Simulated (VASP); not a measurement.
A run of VASP 6.6.1 is set up as follows.

Contents of INCAR:

```
SYSTEM = Cs2H
ALGO = Normal
EDIFF = 1E-7
EDIFFG = -0.01
ENCUT = 600
GGA = PS
IBRION = 2
ISIF = 3
ISMEAR = 0
LASPH = .True.
LCHARG = .False.
LREAL = .False.
LWAVE = .False.
NELM = 100
NSW = 40
PREC = Accurate
SIGMA = 0.05
```

KPOINTS

```
k-points
0
Gamma
  6 6 6
  0 0 0
```

The input POSCAR:

```
Cs2H
1.0
    5.5471989200      0.0000000000      0.0000000000
   -2.7735994600      4.8040151800      0.0000000000
    0.0000000000      0.0000000000      4.5229973100
Cs H
2 1
Direct
    0.3333333300      0.6666666700      0.5000000000
    0.6666666700      0.3333333300      0.5000000000
    0.0000000000      0.0000000000      0.5000000000
```

Potentials or basis: VASP PAW PBE potentials, release 64 (Cs_sv, H).

Launch:

```console
$ cat potpaw_PBE.64/Cs_sv/POTCAR potpaw_PBE.64/H/POTCAR > POTCAR
$ mpirun -np 1 vasp_std > vasp.out
```

(1) What does it give for the band gap on the k mesh?

(2) What does it give for the space group after relaxing (to 0.05 Å)?

(3) Estimate the relaxed volume.

Answers

(1) none (metal or under the smearing width).

(2) P6/mmm (No. 191).

(3) 56.20 Å³/atom.

Caveat: the volume moved by over 15 % at a fixed basis, so the end points are rough; the PAW data sets were made with another functional, which shifts forces and pressure a little.
